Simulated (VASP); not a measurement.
Here is a VASP 6.6.1 calculation.

The input POSCAR:

```
N
1.0
    4.0840619700      0.0000000000      0.0000000000
    0.0000000000      4.0840619700      0.0000000000
    0.0000000000      0.0000000000      5.3459132500
N
4
Direct
    0.9042752000      0.9042752000      0.0000000000
    0.5957248000      0.4042752000      0.5000000000
    0.0957248000      0.0957248000      0.0000000000
    0.4042752000      0.5957248000      0.5000000000
```

INCAR.step1

```
SYSTEM = N
PREC     = Accurate       ! precision mode
ENCUT    = 520            ! plane-wave cutoff, eV
ISMEAR   = -1             ! smearing method
SIGMA    = 0.03           ! smearing width, eV
LREAL    = .FALSE.        ! projectors in reciprocal space
LASPH    = .TRUE.         ! aspherical terms in the spheres
NELM     = 100            ! most SCF steps
NBANDS   = 18             ! bands
GGA      = PE             ! functional
ALGO     = Normal         ! electronic algorithm
EDIFF    = 1E-4           ! SCF threshold, eV
LWAVE    = .TRUE.         ! write WAVECAR
LCHARG   = .FALSE.        ! write CHGCAR
```

Contents of INCAR.step2:

```
SYSTEM = N
PREC     = Accurate       ! precision mode
ENCUT    = 520            ! plane-wave cutoff, eV
EDIFF    = 1E-8           ! SCF threshold, eV
ISMEAR   = -1             ! smearing method
SIGMA    = 0.03           ! smearing width, eV
LREAL    = .FALSE.        ! projectors in reciprocal space
LASPH    = .TRUE.         ! aspherical terms in the spheres
NELM     = 100            ! most SCF steps
ALGO     = Normal         ! electronic algorithm
ISIF     = 2              ! what is computed and relaxed
LWAVE    = .FALSE.        ! write WAVECAR
LCHARG   = .FALSE.        ! write CHGCAR
METAGGA  = R2SCAN         ! meta-GGA
LMIXTAU  = .TRUE.       
LEFG     = .TRUE.       
NBANDS   = 18             ! bands
ISTART   = 1
```

File KPOINTS:

```
regular mesh
0
G
  7 7 5
  0 0 0
```

Potentials or basis: VASP PAW PBE potentials, release 64 (N).

Command:

```sh
$ cat potpaw_PBE.64/N/POTCAR > POTCAR
$ cp INCAR.step1 INCAR
$ mpirun -np 1 vasp_std > vasp.out
$ cp INCAR.step2 INCAR
$ mpirun -np 1 vasp_std > vasp.out
```

Q: Predict the largest force.

A: 0.165 eV/Å.

Q: What does it give for the pressure?

A: 0.0 GPa.

Q: What does it give for the band gap on the k mesh?

A: 7.57 eV, indirect (least direct gap 7.76 eV).

Stress tensor (GPa, compression positive):
```
 0.10  0.00  0.00
 0.00  0.10  0.00
 0.00  0.00 -0.23
```

Caveat: the standard files for N, O and F lose accuracy on very short bonds; the PAW data sets were made with another functional, which shifts forces and pressure a little; an odd mesh through Γ misses points on the zone boundary, where band edges often lie. r2SCAN opens gaps a little over a GGA but as a rule still falls short of measured ones.
